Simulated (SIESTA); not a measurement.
## ZnS (Wurtzite-4H): equation of state with LDA

Crystal: ZnS (Wurtzite-4H).

```xyz
8
Lattice="3.8227 0.0000 0.0000 -1.9114 3.3106 0.0000 0.0000 0.0000 12.5200" Properties=species:S:1:pos:R:3 pbc="T T T"
Zn    1.9114    1.1035    9.3900
Zn    0.0000    2.2070    3.1300
Zn    0.0000    0.0000    6.2600
Zn    0.0000    0.0000    0.0000
S     1.9114    1.1035   11.7375
S     0.0000    2.2070    5.4775
S     0.0000    0.0000    8.6075
S     0.0000    0.0000    2.3475
```

| Item | Value |
| --- | --- |
| Program | SIESTA 5.4.2 |
| Task | equation of state |
| Functional | LDA |
| Potentials or basis | PseudoDojo 0.4 standard (LDA files) |
| Basis | DZP (energy shift 0.002 Ry) |
| Grid cutoff | 800 Ry |
| Energy shift | 0.002 Ry |
| k mesh | 6 × 6 × 2 |
| Occupations | fermi-dirac, width 0.05 eV |
| Spin | no spin polarisation |

| Property | Result |
| --- | --- |
| Equilibrium volume | 19.06 Å³/atom |
| Bulk modulus at fixed shape and positions | 81 GPa |
| Pressure derivative of the bulk modulus | 4.4 |

Energy against volume, from the lowest point:
```csv
volume (Å³/atom),energy (meV/atom)
18.617,2.66
19.013,0.00
19.409,1.53
19.805,6.86
20.202,15.56
20.598,27.28
20.994,41.69
```

All runs of the series together: 7.7 min on 1 thread of Arm Neoverse V1 (shared host).

Caveat: semicore shells carry a single zeta, which can move pressures by several GPa and volumes by a few percent; the cell was scaled at fixed shape and fractional positions, which overstates the stiffness of a crystal with free parameters, most of all of layers and chains; the basis of atomic orbitals isn't converged, which shifts pressures, moduli and gaps.
